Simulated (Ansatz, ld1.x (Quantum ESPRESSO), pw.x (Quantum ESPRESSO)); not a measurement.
# Equation-of-state test of one TM potential (aluminium (Al))

Al (Z = 13), norm-conserving Troullier–Martins (Kleinman–Bylander form), made with ld1.x (Quantum ESPRESSO) 7.5 (PBE, scalar-relativistic). Core [Ne], reference 3s2 3p1. Waves: 3p (bound): rc 2.85 bohr; 3d channel at 0.2 Ry: rc 2.60 bohr; 3s (bound): rc 1.65 bohr. Local part: the s channel. Core correction: none.

Atomic tests: cutoffs needed: 10 Ry and 30 Ry (the cutoffs (Ry, on a coarse ladder) from which the occupation-weighted sum of valence levels, in a spherical-Bessel basis at the reference potential, stays within 10 and 1 mRy of its value at 400 Ry); ghost test: no extra level below or beside the all-electron valence levels (p, d, s, f tested) (spherical-Bessel basis up to 400 Ry, 20 bohr box); largest excitation error: +34 meV (all-electron minus pseudo) for 3s0 3p3, out of 7 test configurations.

Crystal test: diamond Al in pw.x 7.5, no spin, 8³ k-points, Fermi–Dirac smearing 0.01 Ry, cutoffs 40/160 Ry. The lattice is a test structure that the element need not adopt, and mesh and smearing are coarse.

pw.x input:

```
&control
  calculation='scf', prefix='x', pseudo_dir='./', outdir='./tmp', tstress=.true., disk_io='none'
/
&system
  ibrav=0, nat=2, ntyp=1, ecutwfc=40, ecutrho=160, nbnd=10,
  occupations='smearing', smearing='fd', degauss=0.01
/
&electrons
  conv_thr=1e-09, mixing_beta=0.4, electron_maxstep=70
/
ATOMIC_SPECIES
Al 1.0 Al.UPF
CELL_PARAMETERS angstrom
  0.00000000 3.02595990 3.02595990
  3.02595990 0.00000000 3.02595990
  3.02595990 3.02595990 0.00000000
ATOMIC_POSITIONS crystal
Al 0.0000 0.0000 0.0000
Al 0.2500 0.2500 0.2500
K_POINTS automatic
8 8 8 0 0 0
```

```bash
pw.x < Al.scf.in > Al.scf.out
```

Task: How does the run end?

Result: It converges; the pressure is 0.04 GPa against -0.02 GPa from all-electron LAPW. The largest radius (2.85 bohr) exceeds half the bond length (2.48 bohr), so the spheres overlap, which is one possible source of error among others. The log shows:

```
     number of electrons       =         6.00
     number of Kohn-Sham states=           10
     kinetic-energy cutoff     =      40.0000  Ry
     charge density cutoff     =     160.0000  Ry
     scf convergence threshold =      1.0E-09
     Exchange-correlation= PBE
     number of k points=    29  Fermi-Dirac smearing, width (Ry)=  0.0100
     iteration #  1     ecut=    40.00 Ry     beta= 0.40
     total energy              =      -8.19038356 Ry
     estimated scf accuracy    <       0.00855562 Ry
     iteration #  2     ecut=    40.00 Ry     beta= 0.40
     total energy              =      -8.19118002 Ry
     estimated scf accuracy    <       0.00309198 Ry
     iteration #  3     ecut=    40.00 Ry     beta= 0.40
     total energy              =      -8.19125473 Ry
     estimated scf accuracy    <       0.00001490 Ry
     iteration #  4     ecut=    40.00 Ry     beta= 0.40
     total energy              =      -8.19125991 Ry
     estimated scf accuracy    <       0.00000029 Ry
     iteration #  5     ecut=    40.00 Ry     beta= 0.40
     total energy              =      -8.19126000 Ry
     estimated scf accuracy    <          7.1E-09 Ry
     iteration #  6     ecut=    40.00 Ry     beta= 0.40
     total energy              =      -8.19126001 Ry
     estimated scf accuracy    <       0.00000005 Ry
     iteration #  7     ecut=    40.00 Ry     beta= 0.40
     the Fermi energy is     2.7329 ev
!    total energy              =      -8.19126001 Ry
     estimated scf accuracy    <          3.7E-12 Ry
     smearing contrib. (-TS)   =      -0.00701006 Ry
     The total energy is F=E-TS. E is the sum of the following terms:
     one-electron contribution =       2.81424312 Ry
     hartree contribution      =       0.40722706 Ry
     xc contribution           =      -2.92737346 Ry
     ewald contribution        =      -8.47834668 Ry
     convergence has been achieved in   7 iterations
          total   stress  (Ry/bohr**3)                   (kbar)     P=        0.45
     Message from routine punch:
     Nothing written, as per user request (disk_io='none')
```
